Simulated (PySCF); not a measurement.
Compound: acetone, C₃H₆O.
SMILES with atom numbers: `[CH3:1][C:2]([CH3:3])=[O:4]` (hydrogens: H5, H6, H7 on C1; H8, H9, H10 on C3)

The same species was optimised twice, with GFN2-xTB and with PBE0-D3(BJ)/def2-SVP (PySCF), and the same property calculations (PySCF, gas phase) were run on both structures.

| coordinate | GFN2-xTB | PBE0-D3(BJ)/def2-SVP | change |
| --- | --- | --- | --- |
| C1–H6 (Å) | 1.087 | 1.101 | +0.014 |
| C3–H9 (Å) | 1.087 | 1.102 | +0.015 |
| C3–H10 (Å) | 1.089 | 1.102 | +0.013 |
| C1–H5 (Å) | 1.089 | 1.102 | +0.013 |
| C3–H8 (Å) | 1.087 | 1.097 | +0.010 |
| C1–H7 (Å) | 1.087 | 1.097 | +0.010 |
| C2=O4 (Å) | 1.204 | 1.207 | +0.003 |
| C2–C3 (Å) | 1.509 | 1.510 | +0.001 |
| C1–C2 (Å) | 1.509 | 1.511 | +0.002 |
| C1–C2–C3 (°) | 114.3 | 116.4 | +2.1 |
| H5–C1–H6 (°) | 108.1 | 106.8 | -1.3 |
| H9–C3–H10 (°) | 108.1 | 106.8 | -1.3 |
| C2–C1–H5 (°) | 108.7 | 109.9 | +1.2 |
| C2–C3–H10 (°) | 109.0 | 110.1 | +1.1 |
| C3–C2–O4 (°) | 122.9 | 121.8 | -1.1 |
| C1–C2–O4 (°) | 122.8 | 121.8 | -1.0 |
| H5–C1–H7 (°) | 108.7 | 109.4 | +0.7 |

Rotational constants: A = 10064, B = 8765, C = 4972 MHz (GFN2-xTB) against A = 10190, B = 8556, C = 4937 MHz (PBE0-D3(BJ)/def2-SVP). Atoms that the bonding makes alike are paired by their places after alignment.

On the GFN2-xTB structure: HOMO (eV) -7.22 [PBE0/pcSseg-1]; LUMO (eV) -0.26 [PBE0/pcSseg-1]; dipole (D) 2.99 [PBE0/pcSseg-1]; GIAO shielding of C1/C3 (mean) (ppm) 154.8 [PBE0/pcSseg-1]; GIAO shielding of C2 (ppm) -21.2 [PBE0/pcSseg-1]; GIAO shielding of O4 (ppm) -357.3 [PBE0/pcSseg-1].

Task: What do these properties become on the PBE0-D3(BJ)/def2-SVP structure?

Result: 
| property | level | on GFN2-xTB | on PBE0-D3(BJ)/def2-SVP | change |
| --- | --- | --- | --- | --- |
| HOMO (eV) | PBE0/pcSseg-1 | -7.22 | -7.23 | -0.01 |
| LUMO (eV) | PBE0/pcSseg-1 | -0.26 | -0.33 | -0.07 |
| dipole (D) | PBE0/pcSseg-1 | 2.99 | 3.01 | +0.02 |
| energy, GFN2-xTB geometry as zero (kcal/mol) | PBE0/pcSseg-1 | 0.0 | -0.3 | -0.3 |
| GIAO shielding of C1/C3 (mean) (ppm) | PBE0/pcSseg-1 | 154.8 | 153.2 | -1.6 |
| GIAO shielding of C2 (ppm) | PBE0/pcSseg-1 | -21.2 | -21.8 | -0.6 |
| GIAO shielding of O4 (ppm) | PBE0/pcSseg-1 | -357.3 | -371.7 | -14.4 |

The heavy atoms differ by 0.015 Å rms after alignment. Among all bonds C1–H6 and C3–H9 change most and about equally (+0.014 to +0.015 Å). Changes are differences of the printed values. Neither structure is proved a minimum here.
